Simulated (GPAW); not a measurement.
# Sb in GPAW: convergence with k mesh

Sb:

```xyz
1
Lattice="3.1600 0.0000 0.0000 0.0000 3.1600 0.0000 0.0000 0.0000 3.1600" Properties=species:S:1:pos:R:3 pbc="T T T"
Sb    0.0000    0.0000    0.0000
```

This isn't the form of Sb at room conditions, which is rhombohedral.

```yaml
Program: GPAW 26.7.0
Task: convergence study
Functional: PBEsol
Potentials_or_basis: PAW data sets generated in the run's folder for this functional
Cutoff: 600 eV
Basis: pw
k_mesh: 2 × 2 × 2
Occupations: fermi-dirac, width 0.05 eV
Spin: no spin polarisation
```

These are the settings of the first run; the series varies k mesh, with any setting tied to it.

Hardware: 1 thread of Arm Neoverse V1, on a shared host.

```
      k mesh  energy less the tightest run, at zero smearing (meV/atom)  pressure (GPa)  SCF cycles  CPU time (s)  peak memory (GiB)
   2 × 2 × 2                                                   -1987.15           -9.13           8           4.7               0.12
   3 × 3 × 3                                                     366.91           -5.10           9           4.8               0.12
   4 × 4 × 4                                                     374.54           -5.58           9           6.2               0.13
   5 × 5 × 5                                                      82.09           -5.01           9           6.1               0.13
   6 × 6 × 6                                                     -48.65           -4.11           8             8               0.13
   8 × 8 × 8                                                      -1.17           -4.91           8            11               0.14
   9 × 9 × 9                                                     -12.75           -5.14           9            12               0.14
11 × 11 × 11                                                       0.00           -4.72           8            16               0.15
```

Not settled before the last step: the energy (to 1 meV/atom), the pressure (to 0.1 GPa). Meshes of other sizes hit other points, so gaps and Fermi surfaces needn't settle smoothly. The tightest run that finished is the yardstick and may itself not be fully converged.

Spin-orbit coupling is left out, which matters for the levels of Sb.
